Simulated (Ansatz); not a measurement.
# Bi2Te3: an axial (c/a) deformation path

Aim: for Bi2Te3, look for other minima along an axial (c/a) path.

Method: DFT PBEsol, scalar-relativistic, plane waves, PAW, in Ansatz 0.2.0.

1 further run of the same task is left out (it didn't finish).

## (1) The system as given

The structure is trigonal, space group R3m (No. 160). Conventional cell: a = 4.417 Å, b = 4.417 Å, c = 29.840 Å, α = 90.00°, β = 90.00°, γ = 120.00°. Bi (site symmetry 3m) has 3 Te at 3.03 Å and 3 Bi at 3.43 Å as nearest neighbours. Around Bi (site symmetry 3m) lie 3 Te at 3.27 Å and 3 Bi at 3.43 Å. Te (site symmetry 3m) is surrounded by 6 Te at 3.04 to 3.45 Å. Te (site symmetry 3m) has 3 Bi at 3.03 Å and 3 Te at 3.45 Å as nearest neighbours. Te (site symmetry 3m) has 3 Te at 3.04 Å and 3 Bi at 3.27 Å as nearest neighbours.

Structure file:

```cif
data_structure
_symmetry_space_group_name_H-M 'P 1'
_symmetry_Int_Tables_number 1
_cell_length_a 10.2684
_cell_length_b 10.2684
_cell_length_c 10.2684
_cell_angle_alpha 24.840
_cell_angle_beta 24.840
_cell_angle_gamma 24.840
_cell_volume 168.06
loop_
_atom_site_label
_atom_site_type_symbol
_atom_site_fract_x
_atom_site_fract_y
_atom_site_fract_z
_atom_site_occupancy
Bi1 Bi 0.81200 0.81200 0.81200 1
Bi2 Bi 0.40200 0.40200 0.40200 1
Te1 Te 0.61100 0.61100 0.61100 1
Te2 Te 0.20000 0.20000 0.20000 1
Te3 Te 0.00000 0.00000 0.00000 1
```

No relaxation comes first: the listed cell is the starting point.

## (2) The reference cell

The reference gives a free energy of -45188.2782 eV, pressure -0.82 GPa, largest force 1.166 eV/Å and gap on the mesh none (metal). It was computed beforehand with the settings of the runs below.

## (3) Next: an axial (c/a) deformation path

At fixed volume and fractional coordinates, lengths along (0.000, 0.000, 1.000) are scaled against those across it; ρ is that ratio over its starting value.

## (4) At ρ = 0.850

The input, input.yaml:

```yaml
crystal:
  lattice:
    - [2.3314423172, 1.3460588494, 8.9253172102]
    - [-2.3314423172, 1.3460588494, 8.9253172102]
    - [0.0, -2.6921176989, 8.9253172102]
  atoms:
    - { symbol: Bi, position: [0.812, 0.812, 0.812] }
    - { symbol: Bi, position: [0.402, 0.402, 0.402] }
    - { symbol: Te, position: [0.611, 0.611, 0.611] }
    - { symbol: Te, position: [0.2, 0.2, 0.2] }
    - { symbol: Te, position: [0.0, 0.0, 0.0] }
basis:
  ecutwfc: 420
kpoints:
  mp_grid: { grid: [12, 12, 12] }
hamiltonian:
  xc: pbesol
scf:
  occupations: { method: gaussian, width: 0.15 }
output:
  forces: true
  stress: true
  eigenvalues: true
```

Run with:

```sh
$ ansatz run input.yaml --threads 1 --pin off --max-ram 2560MiB --backend cpu --events-out ev --progress --plain --runs-dir out
```

## (5) At ρ = 1.200

input.yaml, as its differences from that of step 4:

```diff
@@ -2,5 +2,5 @@
   lattice:
-    - [2.3314423172, 1.3460588494, 8.9253172102]
-    - [-2.3314423172, 1.3460588494, 8.9253172102]
-    - [0.0, -2.6921176989, 8.9253172102]
+    - [2.0782792497, 1.1998950843, 11.2322098049]
+    - [-2.0782792497, 1.1998950843, 11.2322098049]
+    - [0.0, -2.3997901686, 11.2322098049]
   atoms:
```

## (6) At ρ = 0.920

input.yaml, as its differences from that of step 5:

```diff
@@ -2,5 +2,5 @@
   lattice:
-    - [2.0782792497, 1.1998950843, 11.2322098049]
-    - [-2.0782792497, 1.1998950843, 11.2322098049]
-    - [0.0, -2.3997901686, 11.2322098049]
+    - [2.2707450408, 1.3110152606, 9.408843854]
+    - [-2.2707450408, 1.3110152606, 9.408843854]
+    - [0.0, -2.6220305212, 9.408843854]
   atoms:
```

## (7) ρ = 1.100

input.yaml, as its differences from that of step 6:

```diff
@@ -2,5 +2,5 @@
   lattice:
-    - [2.2707450408, 1.3110152606, 9.408843854]
-    - [-2.2707450408, 1.3110152606, 9.408843854]
-    - [0.0, -2.6220305212, 9.408843854]
+    - [2.1394398873, 1.2352061948, 10.5991938004]
+    - [-2.1394398873, 1.2352061948, 10.5991938004]
+    - [0.0, -2.4704123897, 10.5991938004]
   atoms:
```

## (8) Point ρ = 0.960

input.yaml, as its differences from that of step 7:

```diff
@@ -2,5 +2,5 @@
   lattice:
-    - [2.1394398873, 1.2352061948, 10.5991938004]
-    - [-2.1394398873, 1.2352061948, 10.5991938004]
-    - [0.0, -2.4704123897, 10.5991938004]
+    - [2.2387584556, 1.292547797, 9.6796249797]
+    - [-2.2387584556, 1.292547797, 9.6796249797]
+    - [0.0, -2.585095594, 9.6796249797]
   atoms:
```

(Steps that only read results are left out.)

**Question.** What will these runs give? Wanted: highest point.

**Answer**, as computed:

```
     quantity                       value
highest point  56.2 meV/atom at ρ = 1.200
```

The undisturbed cell is not the lowest point: the energy is 3.8 meV/atom lower at ρ = 0.850; the cell was taken as given and not relaxed at this level. Further dips among the sampled points: ρ = 0.960 (-2.0 meV/atom); whether they survive relaxation was not tested. The runs treat Bi, Te without spin-orbit coupling.
